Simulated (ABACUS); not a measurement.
BP under changes of volume

One of the cells (11.682 Å³/atom); the others are scaled copies at fixed shape and fractional positions:

```
CELL_PARAMETERS angstrom
0.00000 2.26900 2.26900
2.26900 0.00000 2.26900
2.26900 2.26900 0.00000
ATOMIC_POSITIONS crystal
P 0.75000 0.75000 0.75000
B 0.00000 0.00000 0.00000
```

| Item | Value |
| --- | --- |
| Program | ABACUS 3.10.1 |
| Functional | PBEsol |
| Potentials or basis | PseudoDojo NC SR 0.4.1 PBEsol standard |
| Cutoff | 1034 eV |
| Density cutoff | 4136 eV |
| Basis | plane waves |
| k mesh | 10 × 10 × 10 |
| Occupations | fermi-dirac, width 0.05 eV |
| Spin | no spin polarisation |

| volume (Å³/atom) | energy over the lowest point (meV/atom) | pressure (GPa) | gap on the mesh (eV) |
| --- | --- | --- | --- |
| 10.981 | ? | ? | ? |
| 11.214 | 4.88 | 5.2 | 1.09 |
| 11.448 | 0.00 | 1.5 | 1.11 |
| 11.682 | 0.31 | -1.9 | 1.14 |
| 11.915 | 5.35 | -5.0 | 1.16 |
| 12.149 | 14.66 | -7.8 | 1.19 |
| 12.383 | 27.87 | -10.3 | 1.21 |

Question: What does the run at 10.981 Å³/atom give?

Answer: Energy over the lowest point 15.49 meV/atom; pressure 9.3 GPa; gap on the mesh 1.06 eV.

Worked out: A Birch-Murnaghan fit of order 3 (a polynomial in V^(-2/3)) to the other rows has its minimum at 11.55 Å³/atom with B0 = V·E''(V) = 169 GPa and B' = 3.9. It gives 15.47 meV/atom at 10.981 Å³/atom, against the run's 15.49, and -dE/dV = 9.4 GPa, against 9.3. A straight line through the other rows of the gap, of slope 1.24 eV per unit of ln V, extrapolates to 1.06 eV, against the run's 1.06.

Energies are extrapolated to zero smearing.

A mesh can miss the band edges.
